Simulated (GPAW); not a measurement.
GaP:

```
Ga P
1.0
     0.00000    2.72525    2.72525
     2.72525    0.00000    2.72525
     2.72525    2.72525    0.00000
Ga P
1 1
Direct
  0.00000 0.00000 0.00000
  0.75000 0.75000 0.75000
```

Base run:

| Quantity | Value |
| --- | --- |
| Program | GPAW 26.7.0 |
| Functional | r2SCAN |
| Potentials or basis | GPAW PAW data sets (gpaw-data 1.2.1) |
| Cutoff | 600 eV |
| Basis | pw |
| k mesh | 8 × 8 × 8 |
| Occupations | fermi-dirac, width 0.05 eV |
| Spin | no spin polarisation |

Its results: band gap on the k mesh 1.93 eV, indirect (least direct gap 2.42 eV).

The run is repeated on the same cell with these changes: functional from r2SCAN to vdW-DF-cx; spin from no spin polarisation to spin-orbit coupling, no magnetisation. What comes out?

Band gap on the k mesh 1.55 eV, indirect (least direct gap 1.87 eV).

Several settings changed at once, so the effect can't be laid on one alone.

Caveats: spin-orbit coupling was added after a scalar SCF, so levels and gaps hold it while energy, forces, pressure and moments don't (some runs); this program's spin-orbit splittings come out too wide for heavy elements (some runs).

A k mesh can miss the band edges.

Not every run made on this cell is shown here.
